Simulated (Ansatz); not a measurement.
The calculation used DFT PBE, scalar-relativistic, plane waves, PAW in Ansatz 0.2.0. Settings: cutoff 420 eV, Γ-centred meshes spaced at most about 0.3 Å⁻¹ (2π included), Gaussian smearing. No spin polarisation in the final relaxations.

These are static total energies at zero pressure.

Two relaxed structures of SiO2:

A.

```yaml
crystal:
  lattice:
    - [2.65398, -6.00335, 0.00000]
    - [2.65398, 6.00335, 0.00000]
    - [0.00000, 0.00000, 5.02771]
  atoms:
    - { symbol: Si, position: [0.67300, 0.32700, 0.50000] }
    - { symbol: Si, position: [0.32700, 0.67300, 0.50000] }
    - { symbol: Si, position: [0.50000, 0.50000, 0.00000] }
    - { symbol: O, position: [0.00000, 0.50000, 0.50000] }
    - { symbol: O, position: [0.50000, 0.00000, 0.50000] }
    - { symbol: O, position: [0.59898, 0.40102, 0.23121] }
    - { symbol: O, position: [0.59898, 0.40102, 0.76879] }
    - { symbol: O, position: [0.40102, 0.59898, 0.23121] }
    - { symbol: O, position: [0.40102, 0.59898, 0.76879] }
```

B.

```yaml
crystal:
  lattice:
    - [8.23903, 0.00000, 0.00000]
    - [0.00000, 8.23903, 0.00000]
    - [0.00000, 0.00000, 5.55898]
  atoms:
    - { symbol: Si, position: [0.31385, 0.93126, 0.50000] }
    - { symbol: Si, position: [0.68615, 0.93126, 0.00000] }
    - { symbol: Si, position: [0.68615, 0.06874, 0.50000] }
    - { symbol: Si, position: [0.93126, 0.68615, 0.00000] }
    - { symbol: Si, position: [0.93126, 0.31385, 0.50000] }
    - { symbol: Si, position: [0.31385, 0.06874, 0.00000] }
    - { symbol: Si, position: [0.06874, 0.31385, 0.00000] }
    - { symbol: Si, position: [0.06874, 0.68615, 0.50000] }
    - { symbol: O, position: [0.50000, 0.00000, 0.50000] }
    - { symbol: O, position: [0.23645, 0.00000, 0.25000] }
    - { symbol: O, position: [0.23645, 0.00000, 0.75000] }
    - { symbol: O, position: [0.26575, 0.73425, 0.50000] }
    - { symbol: O, position: [0.76355, 0.00000, 0.75000] }
    - { symbol: O, position: [0.76355, 0.00000, 0.25000] }
    - { symbol: O, position: [0.73425, 0.73425, 0.00000] }
    - { symbol: O, position: [0.50000, 0.00000, 0.00000] }
    - { symbol: O, position: [0.73425, 0.26575, 0.50000] }
    - { symbol: O, position: [0.00000, 0.50000, 0.00000] }
    - { symbol: O, position: [0.00000, 0.76355, 0.75000] }
    - { symbol: O, position: [0.00000, 0.76355, 0.25000] }
    - { symbol: O, position: [0.00000, 0.23645, 0.25000] }
    - { symbol: O, position: [0.00000, 0.23645, 0.75000] }
    - { symbol: O, position: [0.00000, 0.50000, 0.50000] }
    - { symbol: O, position: [0.26575, 0.26575, 0.00000] }
```

**Question.** Which would you expect to be lower, and how large is the difference?

**Answer.** B is lower, by 151 meV/atom. A has space group Cmmm (No. 65), 17.8 Å³/atom and a gap of 2.71 eV on its mesh; B has space group P4_2/mcm (No. 132), 15.7 Å³/atom and a gap of 4.81 eV. Counting O atoms around Si (those within 1.25 times the shortest such distance or 1.15 times the sum of covalent radii), A and B both have Si 4. The denser one is the lower, and pressure would at first widen the difference. Both come from invented guesses. The part of the Crystallography Open Database at hand lists SiO2 in space groups No. 1, 3, 5, 6, 7 and others; no cell shown has one of them.

Kohn–Sham gaps at this level usually fall short of measured ones. Cells relaxed within their symmetry can be saddle points.
